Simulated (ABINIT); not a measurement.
Runs of ABINIT 10.8.3 (patched build) on LiCl. Symmetry: Fm-3m, No. 225, cubic system. Conventional cell: a = 5.130 Å, b = 5.130 Å, c = 5.130 Å, α = 90.00°, β = 90.00°, γ = 90.00°. Cl (site symmetry m-3m) is surrounded by 6 Li at 2.56 Å. Li (site symmetry m-3m) is surrounded by 6 Cl at 2.56 Å. 

```tsv
task	level	potentials or basis	cell	cutoff (eV)	fine-grid cutoff	gap on the mesh (eV)	pressure (GPa)
band structure	LDA-PZ	JTH PAW LDA v2.0	as given	680	1278.94 eV	(a)	(b)
single point	PBE	JTH PAW PBE v2.0	atoms moved at random, drawn with an rms of 0.05 Å	680	1278.94 eV	6.30	0.5
single point	PBE	JTH PAW PBE v2.0	as given	680	1278.94 eV	6.32	0.4
band structure	r2SCAN	JTH PAW LDA v2.0	as given	816	1414.99 eV	7.22	-0.3
```

Alike in all rows: no spin polarisation; k mesh 9 × 9 × 9; smearing fermi-dirac 0.05 eV.

Problem. Estimate the missing entries.

Solution. (a) 5.98; (b) -3.2.

Caveats: an odd mesh through Γ misses points on the zone boundary, where band edges often lie (some runs); the PAW data sets were made with another functional, which shifts forces and pressure a little (some runs).
